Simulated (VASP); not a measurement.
# CdSe (F-43m) in VASP: a series of runs

The runs below take CdSe through single point, with PBEsol.

Program: VASP 6.6.1. These are calculated values, not measurements. Logs are shortened: lines on timing, memory, paths and dates and some standing lists are left out, and cuts for length are marked.

## (1) The structure

The structure is cubic, space group F-43m (No. 216). Conventional cell: a = 6.026 Å, b = 6.026 Å, c = 6.026 Å, α = 90.00°, β = 90.00°, γ = 90.00°. Cd (site symmetry -43m) has 4 Se at 2.61 Å as nearest neighbours. Around Se (site symmetry -43m) lie 4 Cd at 2.61 Å.

Measurements of this composition are mostly on another form, of space group No. 186.

## (2) Single point, PBEsol

The input, INCAR:

```
SYSTEM = CdSe
  PREC = Accurate
  ENCUT = 520
  EDIFF = 1E-6
  ISMEAR = 0
  SIGMA = 0.02
  LREAL = .FALSE.
  LASPH = .TRUE.
  NELM = 100
  ALGO = Normal
  ISIF = 2
  LWAVE = .FALSE.
  LCHARG = .TRUE.
  GGA = PS
  LELF = .TRUE.
  LVHAR = .TRUE.
  NBANDS = 16
```

The input, KPOINTS:

```
Automatic mesh
0
G
  10 10 10
  0 0 0
```

The input, POSCAR:

```
CdSe
1.0
    0.0000000000      3.0128000000      3.0128000000
    3.0128000000      0.0000000000      3.0128000000
    3.0128000000      3.0128000000      0.0000000000
Cd Se
1 1
Direct
    0.0000000000      0.0000000000      0.0000000000
    0.2500000000      0.2500000000      0.2500000000
```

Potentials or basis: VASP PAW PBE potentials, release 64 (Cd, Se).

On the command line:

```bash
cat potpaw_PBE.64/Cd/POTCAR potpaw_PBE.64/Se/POTCAR > POTCAR
mpirun -np 1 vasp_std > vasp.out
```

OUTCAR:

```text
SYSTEM = CdSe
   PREC = Accurate
   ENCUT = 520
   EDIFF = 1E-6
   ISMEAR = 0
   LREAL = .FALSE.
   LASPH = .TRUE.
   NELM = 100
   ISIF = 2
   GGA = PS

 ion  position               nearest neighbor table
   1  0.000  0.000  0.000-   2 2.61   2 2.61   2 2.61   2 2.61
   2  0.250  0.250  0.250-   1 2.61   1 2.61   1 2.61   1 2.61

  LATTYP: Found a face centered cubic cell.
 ALAT       =     6.0256000000

  Lattice vectors:

 A1 = (   0.0000000000,   3.0128000000,   3.0128000000)
 A2 = (   3.0128000000,   0.0000000000,   3.0128000000)
 A3 = (   3.0128000000,   3.0128000000,   0.0000000000)

Analysis of symmetry for initial positions (statically):
=====================================================================
 Subroutine PRICEL returns:
 Original cell was already a primitive cell.

 Routine SETGRP: Setting up the symmetry group for a
 face centered cubic supercell.

 Subroutine GETGRP returns: Found 24 space group operations
 (whereof 24 operations were pure point group operations)
 out of a pool of 48 trial point group operations.

The static configuration has the point symmetry T_d .

Analysis of symmetry for dynamics (positions and initial velocities):
=====================================================================
 Subroutine PRICEL returns:
 Original cell was already a primitive cell.

 Routine SETGRP: Setting up the symmetry group for a
 face centered cubic supercell.

 Subroutine GETGRP returns: Found 24 space group operations
 (whereof 24 operations were pure point group operations)
 out of a pool of 48 trial point group operations.

The dynamic configuration has the point symmetry T_d .

 Subroutine INISYM returns: Found 24 space group operations
 (whereof 24 operations are pure point group operations),
 and found     1 'primitive' translations

----------------------------------------------------------------------------------------

                                     Primitive cell

  volume of cell :      54.6942

  direct lattice vectors                    reciprocal lattice vectors
     0.000000000  3.012800000  3.012800000    -0.165958577  0.165958577  0.165958577
     3.012800000  0.000000000  3.012800000     0.165958577 -0.165958577  0.165958577
     3.012800000  3.012800000  0.000000000     0.165958577  0.165958577 -0.165958577

  length of vectors
     4.260742621  4.260742621  4.260742621     0.287448687  0.287448687  0.287448687

  position of ions in fractional coordinates (direct lattice)
     0.000000000  0.000000000  0.000000000
     0.250000000  0.250000000  0.250000000

  ion indices of the primitive-cell ions
   primitive index   ion index
                 1           1
                 2           2

----------------------------------------------------------------------------------------

 KPOINTS: Automatic mesh

Automatic generation of k-mesh.
 Grid dimensions read from file:
 generate k-points for:   10   10   10

 Generating k-lattice:

  Cartesian coordinates                     Fractional coordinates (reciprocal lattice)
    -0.016595858  0.016595858  0.016595858     0.100000000  0.000000000  0.000000000
     0.016595858 -0.016595858  0.016595858     0.000000000  0.100000000  0.000000000
     0.016595858  0.016595858 -0.016595858     0.000000000  0.000000000  0.100000000

  Length of vectors
     0.028744869  0.028744869  0.028744869

  Shift w.r.t. Gamma in fractional coordinates (k-lattice)
     0.000000000  0.000000000  0.000000000

 Subroutine IBZKPT returns following result:
 ===========================================

 Found     47 irreducible k-points:

 Following reciprocal coordinates:
            Coordinates               Weight
  0.000000  0.000000  0.000000      1.000000
  0.100000  0.000000  0.000000      8.000000
  0.200000  0.000000  0.000000      8.000000
  0.300000  0.000000  0.000000      8.000000
  0.400000  0.000000  0.000000      8.000000
  0.500000  0.000000  0.000000      4.000000
[... 16 lines left out ...]
  0.300000  0.300000  0.000000      6.000000
  0.400000  0.300000  0.000000     24.000000
 [... further k-points ...]
   k-points           NKPTS =     47   k-points in BZ     NKDIM =     47   number of bands    NBANDS=     16
   number of dos      NEDOS =    301   number of ions     NIONS =      2
   total plane-waves  NPLWV =  32768
   dimension x,y,z NGX =    32 NGY =   32 NGZ =   32
   dimension x,y,z NGXF=    64 NGYF=   64 NGZF=   64
   ions per type =               1   1
   NGX,Y,Z   is equivalent  to a cutoff of  12.49, 12.49, 12.49 a.u.
   NGXF,Y,Z  is equivalent  to a cutoff of  24.97, 24.97, 24.97 a.u.
 SYSTEM =  CdSe
   PREC   = accura    normal or accurate (medium, high low for compatibility)
   ISTART =      0    job   : 0-new  1-cont  2-samecut
   ICHARG =      2    charge: 1-file 2-atom 10-const
   ISPIN  =      1    spin polarized calculation?
   LNONCOLLINEAR =      F non collinear calculations
   LSORBIT =      F    spin-orbit coupling
   LASPH  =      T    aspherical Exc in radial PAW
   ENCUT  =  520.0 eV  38.22 Ry    6.18 a.u.   7.92  7.92  7.92*2*pi/ulx,y,z
   NELM   =    100;   NELMIN=  2; NELMDL= -5     # of ELM steps
   EDIFF  = 0.1E-05   stopping-criterion for ELM
   LREAL  =      F    real-space projection
   EDIFFG = 0.1E-04   stopping-criterion for IOM
   NSW    =      0    number of steps for IOM
   IBRION =     -1    ionic relax: 0-MD 1-quasi-New 2-CG
   NFREE  =      0    steps in history (QN), initial steepest desc. (CG)
   ISIF   =      2    stress and relaxation
   ISYM   =      2    0-nonsym 1-usesym 2-fastsym
   POTIM  = 0.5000    time-step for ionic-motion
   TEBEG  =    0.0;   TEEND  =   0.0 temperature during run
   PSTRESS=    0.0 pullay stress
   NELECT =      18.0000    total number of electrons
   NUPDOWN=      -1.0000    fix difference up-down
   EMIN   =  10.00;   EMAX   =-10.00  energy-range for DOS
   EFERMI =   0.00;   METHOD = LEGACY
   ISMEAR =     0;   SIGMA  =   0.02  broadening in eV -4-tet -1-fermi 0-gaus
   EFERMI_NEDOS =   21; number of points for ismear=-14 and -15
   IALGO  =     38    algorithm
   IMIX   =      4    mixing-type and parameters
     AMIX     =   0.40;   BMIX     =  1.00
     AMIX_MAG =   1.60;   BMIX_MAG =  1.00
  volume/ion in A,a.u.               =      27.35       184.55
  Fermi-wavevector in a.u.,A,eV,Ry     =   1.130278  2.135916 17.381836  1.277529
  Thomas-Fermi vector in A             =   2.266974
   LORBIT       =      0    0 simple, 1 ext, 2 COOP (PROOUT), +10 PAW based schemes
   GGA     = PS    functional components
   LHFCALC =     F    Hartree Fock is set to
   AEXX    =    0.0000 exact exchange contribution
   IVDW    =     0    specifies the selected vdW correction
   LEPSILON=     F    determine dielectric tensor
   LRPA    =     F    only Hartree local field effects (RPA)
 non-spin polarized calculation
 Gauss-broadening in eV      SIGMA  =   0.02
  energy-cutoff  :      520.00
  volume of cell :       54.69
 maximum number of plane-waves:      1490
   NGX = 15   NGY = 15   NGZ = 15

 number of electron      17.9999993 magnetization

 Free energy of the ion-electron system (eV)
  ---------------------------------------------------
  ext. energy  EPLUGINS =         0.00000000
  ---------------------------------------------------
  free energy    TOTEN  =        -6.16695494 eV

  energy without entropy =       -6.16695494  energy(sigma->0) =       -6.16695494

 E-fermi :   1.1420     XC(G=0):  -9.2288

 val. band max:        1.0401630741   @ k =   0.0000   0.0000   0.0000
 cond. band min:       1.5783626831   @ k =   0.0000   0.0000   0.0000
 fundamental gap:      0.5381996090
 Fermi energy:         1.1419958320

 k-point     1 :       0.0000    0.0000    0.0000
  band No.  band energies     occupation
      1     -11.7485      2.00000
      2      -6.9751      2.00000
      3      -6.9751      2.00000
      4      -6.9751      2.00000
      5      -6.5619      2.00000
      6      -6.5619      2.00000
[... 8 lines left out ...]
     15      12.1703      0.00000
     16      12.1703      0.00000

 k-point     2 :       0.1000    0.0000    0.0000
  band No.  band energies     occupation
      1     -11.7105      2.00000
      2      -6.9627      2.00000
      3      -6.9627      2.00000
      4      -6.9448      2.00000
      5      -6.5628      2.00000
      6      -6.5628      2.00000
[... 8 lines left out ...]
     15      11.5015      0.00000
     16      11.5015      0.00000

 k-point     3 :       0.2000    0.0000    0.0000
  band No.  band energies     occupation
      1     -11.6101      2.00000
      2      -6.9322      2.00000
      3      -6.9322      2.00000
      4      -6.8424      2.00000
      5      -6.5625      2.00000
      6      -6.5625      2.00000
[... 8 lines left out ...]
     15      11.0427      0.00000
     16      11.2969      0.00000

 k-point     4 :       0.3000    0.0000    0.0000
  band No.  band energies     occupation
      1     -11.4842      2.00000
      2      -6.8996      2.00000
      3      -6.8996      2.00000
      4      -6.6485      2.00000
      5      -6.5553      2.00000
      6      -6.5553      2.00000
[... 8 lines left out ...]
     15      11.3191      0.00000
     16      11.3191      0.00000
[... 324 lines left out ...]
 k-point    22 :      -0.2000    0.2000    0.0000
  band No.  band energies     occupation
      1     -11.4419      2.00000
      2      -6.8803      2.00000
      3      -6.8659      2.00000
      4      -6.6456      2.00000
      5      -6.5789      2.00000
      6      -6.5017      2.00000
[... 8 lines left out ...]
     15      12.3290      0.00000
     16      13.4467      0.00000

 k-point    23 :       0.3000    0.3000    0.0000
  band No.  band energies     occupation
      1     -11.3988      2.00000
      2      -6.7968      2.00000
      3      -6.7968      2.00000
      4      -6.7781      2.00000
      5      -6.5243      2.00000
      6      -6.5195      2.00000
[... 8 lines left out ...]
     15      12.8798      0.00000
     16      14.9790      0.00000

 k-point    24 :       0.4000    0.3000    0.0000
  band No.  band energies     occupation
      1     -11.3188      2.00000
      2      -6.7962      2.00000
      3      -6.7608      2.00000
      4      -6.7163      2.00000
      5      -6.5128      2.00000
      6      -6.3964      2.00000
[... 8 lines left out ...]
     15      13.2905      0.00000
     16      14.8020      0.00000

 [... further k-points ...]

------------------------ aborting loop because EDIFF is reached ----------------------------------------

  FORCE on cell =-STRESS in cart. coord.  units (eV):
  Direction    XX          YY          ZZ          XY          YZ          ZX
  --------------------------------------------------------------------------------------
  -------------------------------------------------------------------------------------
  Total        0.6577505      0.6577505      0.6577505      0.0000000      0.0000000      0.0000000
  in kB       19.2677449     19.2677449     19.2677449      0.0000000      0.0000000      0.0000000
  external PRESSURE =      19.2677449 kB  Pullay stress =       0.0000000 kB

 VOLUME and BASIS-vectors are now :
 -----------------------------------------------------------------------------
  energy-cutoff  :      520.00
  volume of cell :       54.69
      direct lattice vectors                 reciprocal lattice vectors
     0.000000000  3.012800000  3.012800000    -0.165958577  0.165958577  0.165958577
     3.012800000  0.000000000  3.012800000     0.165958577 -0.165958577  0.165958577
     3.012800000  3.012800000  0.000000000     0.165958577  0.165958577 -0.165958577

 POSITION                                       TOTAL-FORCE (eV/Angst)
 -----------------------------------------------------------------------------------
      0.00000      0.00000      0.00000        -0.000000     -0.000000     -0.000000
      1.50640      1.50640      1.50640         0.000000      0.000000      0.000000
 -----------------------------------------------------------------------------------
    total drift:                               -0.000000     -0.000000     -0.000000

  FREE ENERGIE OF THE ION-ELECTRON SYSTEM (eV)
  ---------------------------------------------------
  free  energy   TOTEN  =        -6.1669549416 eV

  energy  without entropy=       -6.1669549416  energy(sigma->0) =       -6.16695494
```

Run time: 19 s. Hardware: 1 thread of AMD EPYC 9R45 (Zen 5), shared host; peak memory 0.17 GiB.

What came out:

| Quantity | Value |
| --- | --- |
| Free energy | -6.1670 eV |
| Pressure | 1.9 GPa |
| Band gap on the k mesh | 0.54 eV, direct |

Levels at points of the mesh, in eV from the valence-band top:
| k point | band 5 | band 6 | band 7 | band 8 | band 9 | band 10 | band 11 | band 12 | band 13 | band 14 |
| --- | --- | --- | --- | --- | --- | --- | --- | --- | --- | --- |
| (0.00, 0.00, 0.00) | -7.60 | -7.60 | 0.00 | 0.00 | 0.00 | 0.54 | 5.85 | 5.85 | 5.85 | 9.71 |
| (0.50, 0.00, 0.00) | -7.58 | -7.29 | -4.62 | -0.80 | -0.80 | 2.32 | 6.37 | 6.37 | 7.35 | 9.96 |
| (0.50, 0.50, 0.00) | -7.54 | -7.22 | -4.26 | -1.98 | -1.98 | 2.94 | 3.69 | 9.12 | 10.30 | 10.30 |

Caveat: the PAW data sets were made with another functional, which shifts forces and pressure a little. PBEsol gaps usually lie below the measured ones, often by a third to a half.

## (3) Single point, PBEsol

This run uses another cell than the first one, of 30.06 Å³/atom, 1.099 times its volume.

The input, INCAR:

```
  PREC = Accurate
  ENCUT = 520
  EDIFF = 1E-7
  ISMEAR = 0
  SIGMA = 0.05
  LREAL = F
  LASPH = T
  NELM = 80
  ALGO = Normal
  ISIF = 2
  LWAVE = F
  LCHARG = F
  GGA = PS
  NBANDS = 16
```

The input, KPOINTS:

```
Automatic mesh
0
Gamma
  6 6 6
```

The input, POSCAR:

```
CdSe
1.0
    0.0000000000      3.1094216602      3.1094216602
    3.1094216602      0.0000000000      3.1094216602
    3.1094216602      3.1094216602      0.0000000000
Cd Se
1 1
Direct
    0.0000000000      0.0000000000      0.0000000000
    0.2500000000      0.2500000000      0.2500000000
```

Potentials or basis: VASP PAW PBE potentials, release 64 (Cd, Se).

On the command line:

```bash
cat potpaw_PBE.64/Cd/POTCAR potpaw_PBE.64/Se/POTCAR > POTCAR
mpirun -np 1 vasp_std > vasp.out
```

Run time: 14 s. Hardware: 1 thread of AMD EPYC 9R45 (Zen 5), shared host; peak memory 0.17 GiB.

Results (log left out):

```
Free energy            : -6.1414 eV
Pressure               : -2.7 GPa
Band gap on the k mesh : 0.35 eV, direct
```

Levels at points of the mesh, in eV from the valence-band top:
```
           k point  band 6  band 7  band 8  band 9  band 10  band 11  band 12  band 13
(0.00, 0.00, 0.00)   -7.40    0.00    0.00    0.00     0.35     5.84     5.84     5.84
(0.50, 0.00, 0.00)   -7.15   -4.07   -0.67   -0.67     2.20     6.34     6.34     7.09
(0.50, 0.50, 0.00)   -7.10   -3.84   -1.66   -1.66     3.12     3.60     8.68     9.73
```

Caveat: the PAW data sets were made with another functional, which shifts forces and pressure a little.
